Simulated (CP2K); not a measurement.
CuI (Marshite):

```
I Cu
1.0
     4.28719    0.00000    0.00000
     2.14359    3.71281    0.00000
     2.14359    1.23760    3.50047
I Cu
1 1
Direct
  0.00000 0.00000 0.00000
  0.75000 0.75000 0.75000
```

Base run:

* Program: CP2K 2026.2
* Functional: PBE
* Potentials or basis: GTH_POTENTIALS I GTH-PBE-q7, Cu GTH-PBE-q11; DZVP-MOLOPT-SR-GTH basis
* Density cutoff: 6123 eV
* k mesh: 6 × 6 × 6
* Occupations: fermi-dirac, width 0.05 eV
* Spin: no spin polarisation
* Hubbard terms: Cu d U = 8.0 eV

Its results: band gap on the k mesh 2.95 eV, direct.

Task: The run is repeated on the same cell with these changes: hubbard terms from Cu d U = 8.0 eV to none. What comes out?

Result: Band gap on the k mesh 1.16 eV, direct.

The U term pushes filled and empty states of the shell apart.

Caveats: spin-orbit coupling is left out, which moves the levels of the heavy elements; the basis of atomic orbitals isn't converged, which shifts pressures, moduli and gaps; the U term came out negative, which shows unphysical Mulliken occupations (some runs); this program's U acts on Mulliken populations of all basis functions of the shell, so it isn't the U of plane-wave codes (some runs); energies scatter by some meV and the pressure isn't listed (some runs).

